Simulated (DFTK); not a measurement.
Runs of DFTK 0.8.2 on BAs. It takes space group F-43m (No. 216, cubic). Conventional cell: a = 4.777 Å, b = 4.777 Å, c = 4.777 Å, α = 90.00°, β = 90.00°, γ = 90.00°. As (site symmetry -43m) has 4 B at 2.07 Å as nearest neighbours. B (site symmetry -43m) is surrounded by 4 As at 2.07 Å. 

```tsv
task	level	potentials or basis	k mesh	cutoff (eV)	valence electrons	SCF solver	mesh quality	gap on the mesh (eV)
band structure	LDA	cp2k.nc.sr.lda.v0_1.semicore.gth (LDA, GTH)	10 × 10 × 10	762	As 5, B 3	-	not flagged	1.16
band structure	r2SCAN	SG15 1.2 (PBE)	8 × 8 × 8	1225	As 5, B 3	ScfAndersonSolver	not flagged	1.30
band structure	TASK	cp2k.nc.sr.pbe.v0_1.largecore.gth (PBE, GTH)	9 × 9 × 9	980	As 5, B 3	ScfAndersonSolver	not flagged	(b)
band structure	BJ06	cp2k.nc.sr.pbe.v0_1.semicore.gth (PBE, GTH)	9 × 9 × 9	980	As 5, B 3	ScfAndersonSolver	not flagged	(a)
band structure	PBEsol	SPMS 1.0 (PBE)	10 × 10 × 10	816	As 15, B 3	-	not flagged	1.11
```

Alike in all rows: no spin polarisation; cell as given; smearing fermi-dirac 0.05 eV.

**Question.** Fill in the values left out.

**Answer.** (a) 1.33; (b) 1.49.

Caveats: the program leaves the constant c of mgga_x_tb09 at 1, so the potential is Becke-Johnson's (BJ06) and not Tran and Blaha's, with levels but no total energy (some runs).

A k mesh can miss the band edges, and the runs leave out spin-orbit coupling on As.

Runs at the PBE level aren't shown here.
